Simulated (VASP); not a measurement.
Set up this calculation in VASP 6.6.1, as the native input.

* Task: single point
* Functional: LDA
* Potentials or basis: VASP PAW LDA potentials, release 54 (Zr_sv)
* Cutoff: 520 eV
* k mesh: 10 × 10 × 10
* Occupations: gaussian, width 0.02 eV
* Spin: no spin polarisation
* Further INCAR settings: ALGO = Fast; EDIFF = 1e-06

The structure of Zr lies in POSCAR:

```
Zr
1.0
   -1.8100000000      1.8100000000      1.8100000000
    1.8100000000     -1.8100000000      1.8100000000
    1.8100000000      1.8100000000     -1.8100000000
Zr
1
Direct
    0.0000000000      0.0000000000      0.0000000000
```

This isn't the form of Zr at room conditions, which is hcp.

One way to write it, as run:

INCAR

```
ALGO = Fast ; EDIFF = 1E-6
ENCUT = 520 ; ISIF = 2
ISMEAR = 0 ; LASPH = T
LCHARG = F ; LREAL = F
LWAVE = F ; NELM = 100
PREC = Accurate ; SIGMA = 0.02
```

KPOINTS

```
k-points
0
Gamma
  10 10 10
```

Potentials or basis: VASP PAW LDA potentials, release 54 (Zr_sv).

Launch:

```bash
$ cat potpaw_LDA.54/Zr_sv/POTCAR > POTCAR
$ mpirun -np 1 vasp_std > vasp.out
```

Results of the run:

| Property | Result |
| --- | --- |
| Pressure | -10.0 GPa |
| Band gap on the k mesh | none (metal or under the smearing width) |

Run time: 8.9 s on 1 thread of AMD EPYC 9R45 (Zen 5), with other jobs on the host, peak memory 0.1 GiB.
